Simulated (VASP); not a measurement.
# Zr (P6_3/mmc) in VASP: notebook

One crystal, Zr, is run at these levels: PBE; tasks: relaxation of cell and atoms.

Everything below comes from runs of VASP 6.6.1. Logs are shortened: lines on timing, memory, paths and dates and some standing lists are left out, and cuts for length are marked.

### Step 1. Starting point

It takes space group P6_3/mmc (No. 194, hexagonal). Conventional cell: a = 3.232 Å, b = 3.232 Å, c = 5.147 Å, α = 90.00°, β = 90.00°, γ = 120.00°. Zr (site symmetry -6m2) has 12 Zr at 3.18 to 3.23 Å as nearest neighbours.

### Step 2. Relaxation of cell and atoms, PBE

The input, INCAR:

```
SYSTEM = Zr
PREC = Accurate ; ENCUT = 600
EDIFF = 1E-6 ; ISMEAR = 1
SIGMA = 0.1 ; LREAL = .False.
LASPH = .True. ; NELM = 80
ALGO = Normal ; ISIF = 3
LWAVE = .False. ; LCHARG = .False.
GGA = PE ; IBRION = 2
NSW = 90 ; EDIFFG = -0.01
```

The input, KPOINTS:

```
regular mesh
0
Gamma
  15 15 9
  0 0 0
```

The input, POSCAR:

```
Zr
1.0
    3.2320000000      0.0000000000      0.0000000000
   -1.6160000000      2.7989941050      0.0000000000
    0.0000000000      0.0000000000      5.1470000000
Zr
2
Direct
    0.3333333333      0.6666666667      0.2500000000
    0.6666666667      0.3333333333      0.7500000000
```

Potentials or basis: VASP PAW PBE potentials, release 64 (Zr_sv).

Command:

```
cat potpaw_PBE.64/Zr_sv/POTCAR > POTCAR
mpirun -np 1 vasp_std > vasp.out
```

OUTCAR:

```text
SYSTEM = Zr
   PREC = Accurate
   ENCUT = 600
   EDIFF = 1E-6
   ISMEAR = 1
   LREAL = .False.
   LASPH = .True.
   NELM = 80
   ISIF = 3
   GGA = PE
   IBRION = 2
   NSW = 90
   EDIFFG = -0.01

 ion  position               nearest neighbor table
   1  0.333  0.667  0.250-   2 3.18   2 3.18   2 3.18   2 3.18   2 3.18   2 3.18
   2  0.667  0.333  0.750-   1 3.18   1 3.18   1 3.18   1 3.18   1 3.18   1 3.18

  LATTYP: Found a hexagonal cell.
 ALAT       =     3.2320000000
 C/A-ratio  =     1.5925123762

  Lattice vectors:

 A1 = (   3.2320000000,   0.0000000000,   0.0000000000)
 A2 = (  -1.6160000000,   2.7989941050,   0.0000000000)
 A3 = (   0.0000000000,   0.0000000000,   5.1470000000)

Analysis of symmetry for initial positions (statically):
=====================================================================
 Subroutine PRICEL returns:
 Original cell was already a primitive cell.

 Routine SETGRP: Setting up the symmetry group for a
 hexagonal supercell.

 Subroutine GETGRP returns: Found 24 space group operations
 (whereof 12 operations were pure point group operations)
 out of a pool of 24 trial point group operations.

The static configuration has the point symmetry D_3d.
 The point group associated with its full space group is D_6h.

Analysis of symmetry for dynamics (positions and initial velocities):
=====================================================================
 Subroutine PRICEL returns:
 Original cell was already a primitive cell.

 Routine SETGRP: Setting up the symmetry group for a
 hexagonal supercell.

 Subroutine GETGRP returns: Found 24 space group operations
 (whereof 12 operations were pure point group operations)
 out of a pool of 24 trial point group operations.

The dynamic configuration has the point symmetry D_3d.
 The point group associated with its full space group is D_6h.

 Subroutine INISYM returns: Found 24 space group operations
 (whereof 12 operations are pure point group operations),
 and found     1 'primitive' translations

----------------------------------------------------------------------------------------

                                     Primitive cell

  volume of cell :      46.5616

  direct lattice vectors                    reciprocal lattice vectors
     3.232000000  0.000000000  0.000000000     0.309405941  0.178635603  0.000000000
    -1.616000000  2.798994105  0.000000000     0.000000000  0.357271206  0.000000000
     0.000000000  0.000000000  5.147000000     0.000000000  0.000000000  0.194287935

  length of vectors
     3.232000000  3.232000000  5.147000000     0.357271206  0.357271206  0.194287935

  position of ions in fractional coordinates (direct lattice)
     0.333333333  0.666666667  0.250000000
     0.666666667  0.333333333  0.750000000

  ion indices of the primitive-cell ions
   primitive index   ion index
                 1           1
                 2           2

----------------------------------------------------------------------------------------

 KPOINTS: regular mesh

Automatic generation of k-mesh.
 Grid dimensions read from file:
 generate k-points for:   15   15    9

 Generating k-lattice:

  Cartesian coordinates                     Fractional coordinates (reciprocal lattice)
     0.020627063  0.011909040  0.000000000     0.066666667  0.000000000  0.000000000
     0.000000000  0.023818080  0.000000000     0.000000000  0.066666667  0.000000000
     0.000000000  0.000000000  0.021587548     0.000000000  0.000000000  0.111111111

  Length of vectors
     0.023818080  0.023818080  0.021587548

  Shift w.r.t. Gamma in fractional coordinates (k-lattice)
     0.000000000  0.000000000  0.000000000

 Subroutine IBZKPT returns following result:
 ===========================================

 Found    135 irreducible k-points:

 Following reciprocal coordinates:
            Coordinates               Weight
  0.000000  0.000000  0.000000      1.000000
  0.066667 -0.000000  0.000000      6.000000
  0.133333 -0.000000  0.000000      6.000000
  0.200000 -0.000000  0.000000      6.000000
  0.266667 -0.000000  0.000000      6.000000
  0.333333  0.000000  0.000000      6.000000
[... 16 lines left out ...]
  0.333333  0.200000  0.000000     12.000000
  0.400000  0.200000  0.000000      6.000000
 [... further k-points ...]
   k-points           NKPTS =    135   k-points in BZ     NKDIM =    135   number of bands    NBANDS=     16
   number of dos      NEDOS =    301   number of ions     NIONS =      2
   total plane-waves  NPLWV =  32928
   dimension x,y,z NGX =    28 NGY =   28 NGZ =   42
   dimension x,y,z NGXF=    56 NGYF=   56 NGZF=   84
   ions per type =               2
   NGX,Y,Z   is equivalent  to a cutoff of  14.40, 14.40, 13.57 a.u.
   NGXF,Y,Z  is equivalent  to a cutoff of  28.80, 28.80, 27.13 a.u.
 SYSTEM =  Zr
   PREC   = accura    normal or accurate (medium, high low for compatibility)
   ISTART =      0    job   : 0-new  1-cont  2-samecut
   ICHARG =      2    charge: 1-file 2-atom 10-const
   ISPIN  =      1    spin polarized calculation?
   LNONCOLLINEAR =      F non collinear calculations
   LSORBIT =      F    spin-orbit coupling
   LASPH  =      T    aspherical Exc in radial PAW
   ENCUT  =  600.0 eV  44.10 Ry    6.64 a.u.   6.46  6.46 10.28*2*pi/ulx,y,z
   NELM   =     80;   NELMIN=  2; NELMDL= -5     # of ELM steps
   EDIFF  = 0.1E-05   stopping-criterion for ELM
   LREAL  =      F    real-space projection
   EDIFFG = -.1E-01   stopping-criterion for IOM
   NSW    =     90    number of steps for IOM
   IBRION =      2    ionic relax: 0-MD 1-quasi-New 2-CG
   NFREE  =      1    steps in history (QN), initial steepest desc. (CG)
   ISIF   =      3    stress and relaxation
   ISYM   =      2    0-nonsym 1-usesym 2-fastsym
   POTIM  = 0.5000    time-step for ionic-motion
   TEBEG  =    0.0;   TEEND  =   0.0 temperature during run
   PSTRESS=    0.0 pullay stress
   NELECT =      24.0000    total number of electrons
   NUPDOWN=      -1.0000    fix difference up-down
   EMIN   =  10.00;   EMAX   =-10.00  energy-range for DOS
   EFERMI =   0.00;   METHOD = LEGACY
   ISMEAR =     1;   SIGMA  =   0.10  broadening in eV -4-tet -1-fermi 0-gaus
   EFERMI_NEDOS =   21; number of points for ismear=-14 and -15
   IALGO  =     38    algorithm
   IMIX   =      4    mixing-type and parameters
     AMIX     =   0.40;   BMIX     =  1.00
     AMIX_MAG =   1.60;   BMIX_MAG =  1.00
  volume/ion in A,a.u.               =      23.28       157.11
  Fermi-wavevector in a.u.,A,eV,Ry     =   1.312611  2.480475 23.442130  1.722948
  Thomas-Fermi vector in A             =   2.442991
   LORBIT       =      0    0 simple, 1 ext, 2 COOP (PROOUT), +10 PAW based schemes
   GGA     = PE    functional components
   LHFCALC =     F    Hartree Fock is set to
   AEXX    =    0.0000 exact exchange contribution
   IVDW    =     0    specifies the selected vdW correction
   LEPSILON=     F    determine dielectric tensor
   LRPA    =     F    only Hartree local field effects (RPA)
 conjugate gradient relaxation of ions
 non-spin polarized calculation
 Methfessel and Paxton  Order N= 1 SIGMA  =   0.10
  energy-cutoff  :      600.00
  volume of cell :       46.56
 maximum number of plane-waves:      1573
 NGX is ok and might be reduce to    28
   NGX = 13   NGY = 13   NGZ = 21

--------------------------------------- Ionic step        1  -------------------------------------------

 number of electron      24.0000000 magnetization

 Free energy of the ion-electron system (eV)
  ---------------------------------------------------
  ext. energy  EPLUGINS =         0.00000000
  ---------------------------------------------------
  free energy    TOTEN  =       -17.04295020 eV

  energy without entropy =      -17.04506678  energy(sigma->0) =      -17.04365573

------------------------ aborting loop because EDIFF is reached ----------------------------------------

  FORCE on cell =-STRESS in cart. coord.  units (eV):
  Direction    XX          YY          ZZ          XY          YZ          ZX
  --------------------------------------------------------------------------------------
  -------------------------------------------------------------------------------------
  Total        0.1125190      0.1125190      0.2262688      0.0000000      0.0000000      0.0000000
  in kB        3.8717629      3.8717629      7.7858796      0.0000000      0.0000000      0.0000000
  external PRESSURE =       5.1764684 kB  Pullay stress =       0.0000000 kB

 VOLUME and BASIS-vectors are now :
 -----------------------------------------------------------------------------
  energy-cutoff  :      600.00
  volume of cell :       46.56
      direct lattice vectors                 reciprocal lattice vectors
     3.232000000  0.000000000  0.000000000     0.309405941  0.178635603  0.000000000
    -1.616000000  2.798994105  0.000000000     0.000000000  0.357271206  0.000000000
     0.000000000  0.000000000  5.147000000     0.000000000  0.000000000  0.194287935
[... 145 lines left out ...]
 POSITION                                       TOTAL-FORCE (eV/Angst)
 -----------------------------------------------------------------------------------
     -0.00000      1.86866      1.29045        -0.000000      0.000000      0.000000
      1.61831      0.93433      3.87135         0.000000     -0.000000      0.000000
 -----------------------------------------------------------------------------------
    total drift:                               -0.000000      0.000000     -0.000000

  FREE ENERGIE OF THE ION-ELECTRON SYSTEM (eV)
  ---------------------------------------------------
  free  energy   TOTEN  =       -17.0434142012 eV

  energy  without entropy=      -17.0455578376  energy(sigma->0) =      -17.04412875

--------------------------------------- Ionic step        6  -------------------------------------------

 number of electron      24.0000000 magnetization

 Free energy of the ion-electron system (eV)
  ---------------------------------------------------
  ext. energy  EPLUGINS =         0.00000000
  ---------------------------------------------------
  free energy    TOTEN  =       -17.04344631 eV

  energy without entropy =      -17.04556478  energy(sigma->0) =      -17.04415247

 E-fermi :   8.9611     XC(G=0): -11.0579

 val. band max:        8.9545926008   @ k =   0.3333   0.3333   0.3333
 cond. band min:       8.9647627274   @ k =   0.0667  -0.0000   0.4444
 fundamental gap:      0.0101701266
 Fermi energy:         8.9611269616

 k-point     1 :       0.0000    0.0000    0.0000
  band No.  band energies     occupation
      1     -39.9174      2.00000
      2     -39.7680      2.00000
      3     -18.4310      2.00000
      4     -17.5717      2.00000
      5     -17.5717      2.00000
      6     -17.4475      2.00000
[... 8 lines left out ...]
     15      10.4827     -0.00000
     16      10.4827     -0.00000
[... 419 lines left out ...]
 k-point    24 :       0.4000    0.2000    0.0000
  band No.  band energies     occupation
      1     -39.7687      2.00000
      2     -39.7384      2.00000
      3     -18.1856      2.00000
      4     -18.0235      2.00000
      5     -17.9402      2.00000
      6     -17.9020      2.00000
[... 8 lines left out ...]
     15      10.5346     -0.00000
     16      13.1123      0.00000

 [... further k-points ...]

------------------------ aborting loop because EDIFF is reached ----------------------------------------

  FORCE on cell =-STRESS in cart. coord.  units (eV):
  Direction    XX          YY          ZZ          XY          YZ          ZX
  --------------------------------------------------------------------------------------
  -------------------------------------------------------------------------------------
  Total       -0.0130542     -0.0130542     -0.0004996      0.0000000      0.0000000      0.0000000
  in kB       -0.4467655     -0.4467655     -0.0170968      0.0000000      0.0000000      0.0000000
  external PRESSURE =      -0.3035426 kB  Pullay stress =       0.0000000 kB

 VOLUME and BASIS-vectors are now :
 -----------------------------------------------------------------------------
  energy-cutoff  :      600.00
  volume of cell :       46.81
      direct lattice vectors                 reciprocal lattice vectors
     3.234907697  0.000000000  0.000000000     0.309127831  0.178475036  0.000000000
    -1.617453849  2.801512245  0.000000000    -0.000000000  0.356950073  0.000000000
    -0.000000000 -0.000000000  5.165655869     0.000000000 -0.000000000  0.193586260

 POSITION                                       TOTAL-FORCE (eV/Angst)
 -----------------------------------------------------------------------------------
     -0.00000      1.86767      1.29141         0.000000     -0.000000      0.000000
      1.61745      0.93384      3.87424        -0.000000      0.000000      0.000000
 -----------------------------------------------------------------------------------
    total drift:                               -0.000000      0.000000     -0.000000

  FREE ENERGIE OF THE ION-ELECTRON SYSTEM (eV)
  ---------------------------------------------------
  free  energy   TOTEN  =       -17.0434463104 eV

  energy  without entropy=      -17.0455647767  energy(sigma->0) =      -17.04415247

 reached required accuracy - stopping structural energy minimisation
```

Run time: 3.1 min. Hardware: 1 thread of AMD EPYC 9R45 (Zen 5), shared host; peak memory 0.23 GiB.

What came out:

```
Free energy                            : -17.0434 eV
Relaxed volume                         : 23.41 Å³/atom
Relaxed cell                           : a = 3.235 Å, b = 3.235 Å, c = 5.166 Å, α = 90.00°, β = 90.00°, γ = 120.00°
Space group after relaxing (to 0.05 Å) : P6_3/mmc (No. 194)
Energy gained by relaxing              : 0.2 meV/atom
Ionic steps                            : 6
Pressure after relaxing                : 0.0 GPa
Band gap on the k mesh                 : none (metal or under the smearing width)
```

Step by step:
| step | energy change (eV) | largest force (eV/Å) | pressure (GPa) | volume (Å³) |
| --- | --- | --- | --- | --- |
| 1 | 0.0000 | 0.0000 | 0.52 | 46.56 |
| 2 | 0.0000 | 0.0000 | -0.53 | 47.07 |
| 3 | -0.0005 | 0.0000 | -0.02 | 46.82 |
| 4 | -0.0005 | 0.0000 | -0.03 | 46.82 |
| 5 | -0.0005 | 0.0000 | -0.03 | 46.83 |
| 6 | -0.0005 | 0.0000 | -0.03 | 46.81 |

Final structure:
```xyz
2
Lattice="3.2349 0.0000 0.0000 -1.6175 2.8015 0.0000 0.0000 0.0000 5.1657" Properties=species:S:1:pos:R:3 pbc="T T T"
Zr    0.0000    1.8677    1.2914
Zr    1.6175    0.9338    3.8742
```

PBE usually gives volumes a little too large and moduli too small. Zero-point motion and thermal expansion aren't in these numbers.

### Step 3. Relaxation of cell and atoms, PBE

This run uses another cell than the first one, of 23.41 Å³/atom, 1.005 times its volume.

The input, INCAR:

```
SYSTEM = Zr
PREC = Accurate ; ENCUT = 600
EDIFF = 1E-7 ; ISMEAR = 1
SIGMA = 0.1 ; LREAL = .False.
LASPH = .True. ; NELM = 80
ALGO = Normal ; ISIF = 3
LWAVE = .False. ; LCHARG = .False.
GGA = PE ; IBRION = 2
NSW = 90 ; EDIFFG = -0.005
```

KPOINTS is that of step 2.

The input, POSCAR:

```
Zr                                      
1.0
    3.2349076972      0.0000000000      0.0000000000
   -1.6174538486      2.8015122447      0.0000000000
   -0.0000000000     -0.0000000000      5.1656558686
  Zr            
     2
Direct
     0.3333333332999970    0.6666666667000030    0.2500000000000000
     0.6666666667000030    0.3333333332999970    0.7500000000000000
```

Potentials or basis: VASP PAW PBE potentials, release 64 (Zr_sv).

Command:

```
cat potpaw_PBE.64/Zr_sv/POTCAR > POTCAR
mpirun -np 1 vasp_std > vasp.out
```

It took 1.7 min on 1 thread of AMD EPYC 9R45 (Zen 5), shared host; peak memory 0.22 GiB.

The run converged. Its results:

```yaml
Free_energy: -17.0435 eV
Relaxed_volume: 23.40 Å³/atom
Relaxed_cell: a = 3.234 Å, b = 3.234 Å, c = 5.166 Å, α = 90.00°, β = 90.00°, γ = 120.00°
Space_group_after_relaxing_to_0.05_Å: P6_3/mmc (No. 194)
Energy_gained_by_relaxing: 0.0 meV/atom
Ionic_steps: 2
Pressure_after_relaxing: 0.0 GPa
Band_gap_on_the_k_mesh: none (metal or under the smearing width)
```

Final structure:
```xyz
2
Lattice="3.2340 0.0000 0.0000 -1.6170 2.8007 0.0000 0.0000 0.0000 5.1663" Properties=species:S:1:pos:R:3 pbc="T T T"
Zr    0.0000    1.8671    1.2916
Zr    1.6170    0.9336    3.8747
```

Levels at points of the mesh, in eV from the Fermi level:
| k point | band 8 | band 9 | band 10 | band 11 | band 12 | band 13 | band 14 | band 15 | band 16 |
| --- | --- | --- | --- | --- | --- | --- | --- | --- | --- |
| (0.00, 0.00, 0.00) | -26.39 | -5.68 | -3.05 | 0.84 | 0.84 | 0.96 | 1.10 | 1.52 | 1.52 |
